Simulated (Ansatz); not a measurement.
Point defect: Na on a F site in NaF

These are results of DFT PBE, scalar-relativistic, plane waves, PAW (Ansatz), not measurements. Settings: 420 eV cutoff, 2×2×2 k-mesh, shifted by half a step, Gaussian smearing of 0.01 eV, collinear spin in charge -1 alone.

Host crystal, relaxed:

```xyz
2
Lattice="0.0000 2.3500 2.3500 2.3500 0.0000 2.3500 2.3500 2.3500 0.0000" Properties=species:S:1:pos:R:3 pbc="T T T"
Na    0.0000    0.0000    0.0000
F     2.3500    2.3500    2.3500
```

Supercell of 32 atoms, rows in host cell vectors: 3 -1 -1; -1 3 -1; -1 -1 3. Atoms relax at the host's cell, keeping the symmetry that the supercell leaves at the site. The cell is small, so energies carry finite-size errors of tenths of an eV. The host's Kohn–Sham gap is 6.09 eV. Atoms are taken from and returned to the elements' standard states. Charged cells are corrected for image charges with the computed static dielectric tensor (mean 5.6) and aligned with the host's potential at far atoms (alignment terms reach 0.86 eV; the program doubts the alignment in some charges, where it is up to 0.86 eV). No band-filling term is added, and the Fermi level counts from the host's valence band top.

Defect: Na on a F site set at (0.500, 0.500, 0.500) of the host cell. Before relaxation its nearest neighbours are 6 Na at 2.35 Å.

```tsv
charge	E_f at the valence band top (eV)	over the neutral state (eV)	moment (μB)	largest move (Å)	atoms near the site
0	9.48	0.00	0.00	0.25	6 Na at 2.60 Å
-1	17.00	7.52	0.50	0.24	6 Na at 2.59 Å
-2	25.28	15.80	0.00	0.24	6 Na at 2.59 Å
```

Among the charges computed the stable one is 0 at the valence band top and stays so across the gap. In charge -1, -2 the extra carrier would gain by moving to a band edge of the host, so it isn't bound in the gap. In charge -1, -2 the cell has partly filled bands: a level of the defect may be part filled, the carrier may sit in the host's bands, or levels may cross between the k points, so transitions that involve it are doubtful. Fractional moments come from partly filled bands of the small cell.